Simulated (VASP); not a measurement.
# H18CO10 in VASP: notebook, part 2 of 2

VASP 6.6.1. Earlier steps stand in the parts before.

## 3. Single point, PBE

Contents of INCAR:

```
SYSTEM = H18CO10
  PREC = Accurate
  ENCUT = 520
  EDIFF = 1E-6
  ISMEAR = -1
  SIGMA = 0.02
  LREAL = Auto
  LASPH = .True.
  NELM = 100
  ALGO = Fast
  ISIF = 2
  LWAVE = .False.
  LCHARG = .False.
  GGA = PE
  NBANDS = 61
```

Contents of KPOINTS:

```
Automatic mesh
0
Gamma
  1 1 1
  0 0 0
```

Contents of POSCAR:

```
H18CO10
1.0
    6.7165700000      0.0000000000      0.0000000000
    0.0000000000      6.7165700000      0.0000000000
    0.0000000000      0.0000000000      6.7165700000
O H C
10 18 1
Direct
    0.4055045954      0.8736006622      0.8358730721
    0.9191149649      0.8385827885      0.4696444763
    0.7056131329      0.5283649244      0.6041178756
    0.2759741952      0.5202804408      0.0961204901
    0.0985771011      0.1022843505      0.7301643547
    0.3650375117      0.9791902712      0.2470457391
    0.7129234118      0.1863451137      0.8330740244
    0.2776714901      0.4983496040      0.5027863925
    0.7687554808      0.1519376706      0.3321189238
    1.0232901615      0.1522503302      0.1152373905
    0.5235261450      0.9556663595      0.7966566268
    0.3901693871      0.9073381205      0.9822722014
    0.9656863548      0.9257552590      0.5880829054
    0.8324635938      0.7314149931      0.5307768697
    0.5680429148      0.5600924281      0.5650652044
    0.7711227606      0.4633912845      0.4981262758
    0.3384167812      0.5731496880     -0.0167049551
    0.1813574488      0.4249043783      0.0392908881
    0.1404734857      0.1757593534      0.6152247352
    0.2323805157      0.0345116629      0.7623534036
    0.4812724352      1.0716779547      0.2640037996
    0.2563361954      1.0610475287      0.2003701294
    0.7145313754      0.2809618600      0.7144569326
    0.8447317604      0.1348456132      0.8486176724
    0.2230751708      0.6290115342      0.5367471790
    0.2840140131      0.4923048520      0.3498660775
    0.8410840652      0.0238514599      0.3762485912
    0.8067808420      0.3668688036      0.1096839607
    0.8734815538      0.2384848219      0.1869704328
```

Potentials or basis: VASP PAW PBE potentials, release 64 (O, H, C).

The run is started by

```console
cat potpaw_PBE.64/O/POTCAR potpaw_PBE.64/H/POTCAR potpaw_PBE.64/C/POTCAR > POTCAR
mpirun -np 1 vasp_gam > vasp.out
```

OUTCAR:

```text
SYSTEM = H18CO10
   PREC = Accurate
   ENCUT = 520
   EDIFF = 1E-6
   ISMEAR = -1
   LREAL = Auto
   LASPH = .True.
   NELM = 100
   ISIF = 2
   GGA = PE

 ion  position               nearest neighbor table
   1  0.406  0.874  0.836-  11 1.00  12 1.01
   2  0.919  0.839  0.470-  14 1.01  13 1.04
   3  0.706  0.528  0.604-  16 0.94  15 0.98
   4  0.276  0.520  0.096-  17 0.94  18 0.98
   5  0.099  0.102  0.730-  19 0.96  20 1.03
   6  0.365  0.979  0.247-  22 0.97  21 1.00
   7  0.713  0.186  0.833-  24 0.96  23 1.02
   8  0.278  0.498  0.503-  25 0.98  26 1.03
   9  0.769  0.152  0.332-  27 1.03  29 1.34
  10  0.023  0.152  0.115-  29 1.26
  11  0.524  0.956  0.797-   1 1.00
  12  0.390  0.907  0.982-   1 1.01
  13  0.966  0.926  0.588-   2 1.04
  14  0.832  0.731  0.531-   2 1.01
  15  0.568  0.560  0.565-   3 0.98
[... 11 lines left out ...]
  27  0.841  0.024  0.376-   9 1.03
  28  0.807  0.367  0.110-  29 1.10
  29  0.873  0.238  0.187-  28 1.10  10 1.26   9 1.34

  LATTYP: Found a simple cubic cell.
 ALAT       =     6.7165700000

  Lattice vectors:

[... 214 lines left out ...]
 fundamental gap:      4.5379964884
 Fermi energy:        -2.9404179320

 k-point     1 :       0.0000    0.0000    0.0000
  band No.  band energies     occupation
      1     -24.6846      2.00000
      2     -23.0712      2.00000
      3     -22.3692      2.00000
      4     -22.2112      2.00000
      5     -22.1090      2.00000
      6     -21.6861      2.00000
[... 45 lines left out ...]
     52       6.3796      0.00000
     53       6.8265      0.00000
 [bands above 53 left out]

------------------------ aborting loop because EDIFF is reached ----------------------------------------

  FORCE on cell =-STRESS in cart. coord.  units (eV):
  Direction    XX          YY          ZZ          XY          YZ          ZX
  --------------------------------------------------------------------------------------
  -------------------------------------------------------------------------------------
  Total        1.1736563     -1.2538045      2.3634882     -1.9772881     -1.4639930     -0.5084664
  in kB        6.2059589     -6.6297593     12.4974494    -10.4553339     -7.7411758     -2.6886248
  external PRESSURE =       4.0245497 kB  Pullay stress =       0.0000000 kB

 VOLUME and BASIS-vectors are now :
 -----------------------------------------------------------------------------
  energy-cutoff  :      520.00
  volume of cell :      303.00
      direct lattice vectors                 reciprocal lattice vectors
     6.716570000  0.000000000  0.000000000     0.148885517  0.000000000  0.000000000
     0.000000000  6.716570000  0.000000000     0.000000000  0.148885517  0.000000000
     0.000000000  0.000000000  6.716570000     0.000000000  0.000000000  0.148885517

 POSITION                                       TOTAL-FORCE (eV/Angst)
 -----------------------------------------------------------------------------------
      2.72360      5.86760      5.61420         0.408501      0.630917      0.555002
      6.17330      5.63240      3.15440         0.254584      0.522984      1.433946
      4.73930      3.54880      4.05760        -0.366554      1.012508      1.301072
      1.85360      3.49450      0.64560        -1.313034     -1.246799      1.108040
      0.66210      0.68700      4.90420         0.991452     -0.881327     -0.119941
      2.45180      6.57680      1.65930         1.771556      0.336322      0.106789
[... 21 lines left out ...]
      5.41880      2.46410      0.73670        -0.092182      0.270530      0.573892
      5.86680      1.60180      1.25580         1.056563     -2.339859     -0.861855
 -----------------------------------------------------------------------------------
    total drift:                                0.004560     -0.010875     -0.000024

  FREE ENERGIE OF THE ION-ELECTRON SYSTEM (eV)
  ---------------------------------------------------
  free  energy   TOTEN  =      -146.2605057400 eV

  energy  without entropy=     -146.2605057400  energy(sigma->0) =     -146.26050574
```

OSZICAR:

```text
N       E                     dE             d eps       ncg     rms          rms(c)
DAV:   1     0.699273281261E+03    0.69927E+03   -0.45816E+04   122   0.125E+03
DAV:   2    -0.902561838070E+02   -0.78953E+03   -0.75674E+03   159   0.311E+02
DAV:   3    -0.159040611313E+03   -0.68784E+02   -0.68338E+02   148   0.983E+01
DAV:   4    -0.160136127390E+03   -0.10955E+01   -0.10931E+01   156   0.138E+01
DAV:   5    -0.160153525892E+03   -0.17399E-01   -0.17374E-01   156   0.169E+00    0.231E+01
RMM:   6    -0.146596466952E+03    0.13557E+02   -0.38706E+01   143   0.220E+01    0.871E+00
RMM:   7    -0.146422511115E+03    0.17396E+00   -0.43041E+00   158   0.698E+00    0.567E+00
RMM:   8    -0.146256724387E+03    0.16579E+00   -0.62419E-01   157   0.345E+00    0.954E-01
RMM:   9    -0.146255699194E+03    0.10252E-02   -0.13301E-01   160   0.132E+00    0.470E-01
RMM:  10    -0.146260259493E+03   -0.45603E-02   -0.65273E-02   154   0.847E-01    0.317E-01
RMM:  11    -0.146260177905E+03    0.81588E-04   -0.11150E-02   152   0.401E-01    0.649E-02
RMM:  12    -0.146260499708E+03   -0.32180E-03   -0.29733E-03   160   0.190E-01    0.497E-02
RMM:  13    -0.146260512084E+03   -0.12376E-04   -0.97583E-04   161   0.957E-02    0.225E-02
RMM:  14    -0.146260503440E+03    0.86440E-05   -0.15147E-04   164   0.406E-02    0.597E-03
RMM:  15    -0.146260505663E+03   -0.22229E-05   -0.35005E-05   163   0.178E-02    0.379E-03
RMM:  16    -0.146260505740E+03   -0.77397E-07   -0.50846E-06   139   0.737E-03
   1 F= -.14626051E+03 E0= -.14626051E+03  d E =-.480165E-11
```

stdout:

```text
POSCAR found type information on POSCAR O H C
 POSCAR found :  3 types and      29 ions
 scaLAPACK will be used
 LDA part: xc-table for (Slater+PW92), standard interpolation
 POSCAR, INCAR and KPOINTS ok, starting setup
 FFT: planning ... GRIDC
 FFT: planning ... GRID_SOFT
 FFT: planning ... GRID
 WAVECAR not read
 entering main loop
```

It took 26 s on 1 thread of Intel Xeon Platinum 8559C (Emerald Rapids), shared host; peak memory 0.32 GiB.

Results:

- Free energy: -146.2605 eV
- Pressure: 0.4 GPa
- Largest force: 2.708 eV/Å
- Band gap on the k mesh: 4.54 eV, direct

Forces on the atoms (eV/Å):
```
O    0.409  0.631  0.555
O    0.255  0.523  1.434
O   -0.367  1.013  1.301
O   -1.313 -1.247  1.108
O    0.991 -0.881 -0.120
O    1.772  0.336  0.107
O   -1.726  0.714 -1.267
O    0.382 -0.242 -1.194
O   -0.248  1.709 -0.430
O   -0.911  1.616  0.917
H   -0.279 -0.234  0.342
H    0.241 -0.305 -0.524
H    0.091 -0.908 -0.739
H    0.223  0.680 -0.197
H   -0.353 -0.461 -0.198
H    0.324 -0.856 -1.446
H    1.214  1.158 -1.494
H    0.113 -0.182  0.238
H    0.038  1.000 -0.775
H   -1.007 -0.268  0.295
H   -0.866 -0.719 -0.078
H   -0.825  0.401 -0.031
H   -0.016 -0.783  1.544
H    1.201 -0.187 -0.298
H   -0.043 -0.111 -0.400
H   -0.107  0.587  1.490
H   -0.156 -0.914  0.148
H   -0.092  0.271  0.574
C    1.057 -2.340 -0.862
```

Caveat: the standard files for N, O and F lose accuracy on very short bonds. As with any semilocal functional, this PBE gap is likely too small.

## 4. Single point, PBE

Contents of INCAR:

```
PREC     = Accurate       # precision mode
ENCUT    = 520            # plane-wave cutoff, eV
EDIFF    = 1E-7           # SCF threshold, eV
ISMEAR   = -1             # smearing method
SIGMA    = 0.02           # smearing width, eV
LREAL    = Auto         
LASPH    = T              # aspherical terms in the spheres
NELM     = 100            # most SCF steps
ALGO     = Fast           # electronic algorithm
ISIF     = 2              # what is computed and relaxed
LWAVE    = F              # write WAVECAR
LCHARG   = F              # write CHGCAR
GGA      = PE             # functional
NBANDS   = 61             # bands
```

Contents of KPOINTS:

```
Automatic mesh
0
Gamma
  1 1 1
```

Contents of POSCAR:

```
H18CO10
1.0
    6.7165700000      0.0000000000      0.0000000000
    0.0000000000      6.7165700000      0.0000000000
    0.0000000000      0.0000000000      6.7165700000
O H C
10 18 1
Direct
    0.4185916323      0.8710249428      0.8719480330
    0.9494578334      0.8475308081      0.4460610103
    0.6822827723      0.5274567227      0.6029863457
    0.2398992343      0.4920368581      0.0865024856
    0.1238727505      0.1061255968      0.6881041960
    0.3982240935      0.9686789537      0.2679641543
    0.7023227630      0.1680917492      0.8269846067
    0.2901629850      0.5021015191      0.4905182258
    0.7659117675      0.1658733550      0.3325655803
    1.0436130346      0.1736451790      0.1353071583
    0.5224690579      0.9581080820      0.8324487052
    0.4326613137      0.8922113519      1.0259998779
    1.0316575276      0.9014571426      0.5550452091
    0.8996854049      0.7261295572      0.5099626744
    0.5506381978      0.5560427421      0.5599733197
    0.7026056454      0.4131721995      0.5082504909
    0.3049473169      0.5840183308     -0.0035881410
    0.1876404177      0.3857177101      0.0066551826
    0.2145589192      0.1927323024      0.6084802213
    0.2087672726      0.0000744428      0.7515889807
    0.4689893800      1.0887551235      0.2690659072
    0.2561426442      1.0090864831      0.2624107245
    0.6680195397      0.2964906195      0.7615940875
    0.8406522972      0.1581461966      0.7904332122
    0.1955760157      0.6146143046      0.4936001560
    0.2770461709      0.4731730630      0.3435831086
    0.8093416729      0.0236281316      0.3413944915
    0.8517889339      0.4041795142      0.1506423666
    0.8890698675      0.2435171524      0.1935958384
```

The run is started by

```console
cat potpaw_PBE.64/O/POTCAR potpaw_PBE.64/H/POTCAR potpaw_PBE.64/C/POTCAR > POTCAR
mpirun -np 1 vasp_gam > vasp.out
```

Run time: 29 s. Hardware: 1 thread of Intel Xeon Platinum 8559C (Emerald Rapids), shared host; peak memory 0.33 GiB.

The run converged. Its results:

```
Free energy            : -146.3741 eV
Pressure               : 1.3 GPa
Largest force          : 2.892 eV/Å
Band gap on the k mesh : 4.93 eV, direct
```

Forces on the atoms (eV/Å):
```
O   -1.201 -1.030  2.421
O    0.345 -1.237  0.248
O    1.902 -1.738 -0.690
O    0.390  0.734  0.263
O    0.676 -0.108 -0.226
O   -1.667 -1.591  0.013
O   -0.671  0.678 -0.102
O   -0.718  0.095 -1.035
O    0.084  0.440 -1.440
O    0.646 -1.491 -0.344
H    1.544  1.123 -0.976
H   -0.716 -0.241 -1.542
H   -0.056  1.125 -0.243
H   -0.942 -0.202 -0.325
H   -2.159  0.941 -0.106
H    0.432  0.688  0.695
H    0.258  0.363 -0.144
H   -0.256 -0.749 -0.232
H   -0.558 -0.415  0.591
H    0.350  0.779  0.243
H    1.228  1.807  0.067
H    0.396 -0.212 -0.191
H   -0.178 -0.197  0.409
H    0.932 -0.456 -0.142
H    0.459 -0.218  0.301
H    0.372  0.099  0.441
H    0.247 -0.582  1.121
H   -0.276 -1.019  0.349
C   -0.863  2.617  0.574
```

Stress tensor (GPa, compression positive):
```
 2.95  0.93 -0.35
 0.93  1.24  0.53
-0.35  0.53 -0.18
```

Levels at points of the mesh, in eV from the valence-band top:
```csv
k point,band 39,band 40,band 41,band 42,band 43,band 44
"(0.00, 0.00, 0.00)",-0.36,-0.26,0.00,4.93,5.08,7.53
```

Caveat: the standard files for N, O and F lose accuracy on very short bonds.

## 5. Single point, PBE

Contents of INCAR:

```
PREC = Accurate ; ENCUT = 520
EDIFF = 1E-7 ; ISMEAR = -1
SIGMA = 0.02 ; LREAL = Auto
LASPH = True ; NELM = 100
ALGO = Normal ; ISIF = 2
LWAVE = False ; LCHARG = True
GGA = PE ; LELF = True
LVHAR = True ; NBANDS = 61
```

KPOINTS is that of step 4.

Contents of POSCAR:

```
H18CO10
1.0
    6.7165700000      0.0000000000      0.0000000000
    0.0000000000      6.7165700000      0.0000000000
    0.0000000000      0.0000000000      6.7165700000
O H C
10 18 1
Direct
    0.3967650155      0.8589354388      0.8883403285
    0.9460632436      0.8335057924      0.4595202611
    0.6906650269      0.5262507500      0.5911648356
    0.2571401772      0.5200571125      0.0735047800
    0.1424685517      0.1112919243      0.7006999108
    0.3679110022      0.9567681123      0.2883019160
    0.7110921199      0.1760273473      0.8249448751
    0.2835226909      0.4988855919      0.4808555557
    0.7688597007      0.1480219815      0.3427940154
    1.0443723508      0.1863748908      0.1543793931
    0.5123448427      0.9456165870      0.8694318678
    0.3696976284      0.8758339450      1.0305408862
    1.0434790377      0.9044795186      0.5459334154
    0.8389252252      0.7640060328      0.5469905026
    0.5490153456      0.5584695760      0.5897950889
    0.7255042380      0.4989898118      0.4504233560
    0.3075825905      0.5984602260     -0.0326952596
    0.1862111167      0.4146312776      0.0109728626
    0.2227476227      0.1982112894      0.6058002820
    0.2451251159      0.0278118147      0.7637975931
    0.4572572012      1.0596480049      0.3281436805
    0.2444849082      1.0332059370      0.2495470158
    0.6909181323      0.2967288363      0.7443978102
    0.8570594813      0.1415305729      0.8037138003
    0.1760273473      0.6021674754      0.5011188747
    0.2973988211      0.5009402120      0.3352604082
    0.8382254633      0.0285711308      0.3874745592
    0.8371683761      0.3918071277      0.1694614960
    0.8839333172      0.2458099893      0.2131742839
```

Potentials or basis: VASP PAW PBE potentials, release 64 (O, H, C).

The run is started by

```console
cat potpaw_PBE.64/O/POTCAR potpaw_PBE.64/H/POTCAR potpaw_PBE.64/C/POTCAR > POTCAR
mpirun -np 1 vasp_gam > vasp.out
```

OUTCAR:

```text
PREC = Accurate
   ENCUT = 520
   EDIFF = 1E-7
   ISMEAR = -1
   LREAL = Auto
   LASPH = True
   NELM = 100
   ISIF = 2
   GGA = PE

 ion  position               nearest neighbor table
   1  0.397  0.859  0.888-  11 0.98  12 0.98
   2  0.946  0.834  0.460-  13 1.00  14 1.04
   3  0.691  0.526  0.591-  15 0.98  16 0.99
   4  0.257  0.520  0.074-  17 0.95  18 0.95
   5  0.142  0.111  0.701-  20 0.98  19 1.02
   6  0.368  0.957  0.288-  21 0.95  22 1.01
   7  0.711  0.176  0.825-  23 0.98  24 1.02
   8  0.284  0.499  0.481-  26 0.98  25 1.01
   9  0.769  0.148  0.343-  27 0.98  29 1.34
  10  0.044  0.186  0.154-  29 1.22
  11  0.512  0.946  0.869-   1 0.98
  12  0.370  0.876  0.031-   1 0.98
  13  0.043  0.904  0.546-   2 1.00
  14  0.839  0.764  0.547-   2 1.04
  15  0.549  0.558  0.590-   3 0.98
[... 11 lines left out ...]
  27  0.838  0.029  0.387-   9 0.98
  28  0.837  0.392  0.169-  29 1.07
  29  0.884  0.246  0.213-  28 1.07  10 1.22   9 1.34

  LATTYP: Found a simple cubic cell.
 ALAT       =     6.7165700000

[... 214 lines left out ...]
 cond. band min:       1.4126638404   @ k =   0.0000   0.0000   0.0000
 fundamental gap:      4.9468556278
 Fermi energy:        -3.0441347650

 k-point     1 :       0.0000    0.0000    0.0000
  band No.  band energies     occupation
      1     -24.8596      2.00000
      2     -22.7487      2.00000
      3     -22.5228      2.00000
      4     -22.2959      2.00000
      5     -21.9860      2.00000
      6     -21.9161      2.00000
[... 45 lines left out ...]
     52       6.4677      0.00000
     53       6.7470      0.00000
 [bands above 53 left out]

------------------------ aborting loop because EDIFF is reached ----------------------------------------

  FORCE on cell =-STRESS in cart. coord.  units (eV):
  Direction    XX          YY          ZZ          XY          YZ          ZX
  --------------------------------------------------------------------------------------
  -------------------------------------------------------------------------------------
  Total       -0.2832593      2.6446711      2.5836388     -1.1676150      0.5124588      1.6186652
  in kB       -1.4977942     13.9842641     13.6615428     -6.1740141      2.7097356      8.5590385
  external PRESSURE =       8.7160042 kB  Pullay stress =       0.0000000 kB

 VOLUME and BASIS-vectors are now :
 -----------------------------------------------------------------------------
  energy-cutoff  :      520.00
  volume of cell :      303.00
      direct lattice vectors                 reciprocal lattice vectors
     6.716570000  0.000000000  0.000000000     0.148885517  0.000000000  0.000000000
     0.000000000  6.716570000  0.000000000     0.000000000  0.148885517  0.000000000
     0.000000000  0.000000000  6.716570000     0.000000000  0.000000000  0.148885517

 POSITION                                       TOTAL-FORCE (eV/Angst)
 -----------------------------------------------------------------------------------
      2.66490      5.76910      5.96660        -0.012899     -0.016751     -0.504610
      6.35430      5.59830      3.08640        -1.070648     -1.042651      1.015714
      4.63890      3.53460      3.97060         0.773476      0.285092     -0.484912
      1.72710      3.49300      0.49370         0.045496      0.050354      1.072773
      0.95690      0.74750      4.70630         0.707723      0.994124     -1.525961
      2.47110      6.42620      1.93640        -1.684434     -0.054233     -0.544913
[... 21 lines left out ...]
      5.62290      2.63160      1.13820        -0.965108      0.937856     -0.215030
      5.93700      1.65100      1.43180         0.019727     -0.964532      0.958294
 -----------------------------------------------------------------------------------
    total drift:                                0.004423      0.010118     -0.004389

  FREE ENERGIE OF THE ION-ELECTRON SYSTEM (eV)
  ---------------------------------------------------
  free  energy   TOTEN  =      -146.7613748468 eV

  energy  without entropy=     -146.7613748468  energy(sigma->0) =     -146.76137485
```

It took 32 s on 1 thread of Intel Xeon Platinum 8559C (Emerald Rapids), shared host; peak memory 0.32 GiB.

What came out:

```
Free energy            : -146.7614 eV
Pressure               : 0.9 GPa
Largest force          : 2.915 eV/Å
Band gap on the k mesh : 4.95 eV, direct
```

Forces in eV/Å, atoms in the order of the input:
```
O   -0.013 -0.017 -0.505
O   -1.071 -1.043  1.016
O    0.773  0.285 -0.485
O    0.045  0.050  1.073
O    0.708  0.994 -1.526
O   -1.684 -0.054 -0.545
O    1.337 -0.685  0.057
O   -0.935  0.776  0.556
O   -1.025  2.471 -1.158
O    0.901 -0.569 -0.427
H    0.469  0.149 -0.190
H    0.108  0.187  0.637
H   -0.312  0.101  0.263
H    1.467  0.670 -0.802
H   -0.673 -0.025 -0.329
H   -0.418 -0.044  0.850
H    0.750  1.010 -0.884
H   -0.613 -1.192 -0.199
H   -1.115 -0.514  0.984
H    0.148 -0.456  0.521
H    1.023  0.679  0.163
H    0.536 -0.513  0.289
H    0.131  0.000 -0.099
H   -1.437  0.477  0.106
H    1.007 -0.903 -0.221
H   -0.019  0.065 -0.348
H    0.857 -1.872  0.460
H   -0.965  0.938 -0.215
C    0.020 -0.965  0.958
```

Caveat: the standard files for N, O and F lose accuracy on very short bonds.
